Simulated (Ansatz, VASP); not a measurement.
Two plane-wave programs on Ge

```xyz
2
Lattice="3.1658 0.0000 0.0000 -1.5829 2.7416 0.0000 0.0000 0.0000 4.9040" Properties=species:S:1:pos:R:3 pbc="T T T"
Ge    0.0000    1.8278    1.2260
Ge    1.5829    0.9139    3.6780
```

Alike in both runs: task single point; functional revPBE; k mesh 13 × 13 × 8; occupations fermi-dirac, width 0.1 eV; no spin polarisation.

|  | VASP | Ansatz |
| --- | --- | --- |
| version | VASP 6.6.1 | Ansatz 0.2.0 |
| potentials or method | VASP PAW PBE potentials, release 64 (Ge_d) | plane waves (420 eV) with PAW, scalar-relativistic |
| plane-wave cutoff (eV) | 520 | 420 |
| valence electrons in the cell | 28 | 28 |

```csv
,VASP,Ansatz,Ansatz less VASP
pressure (GPa),-3.5,-3.5,0.00
largest component of the traceless stress (GPa),0.91,0.90,-0.008
```

Caveats: the PAW data sets were made with another functional, which shifts forces and pressure a little (VASP).
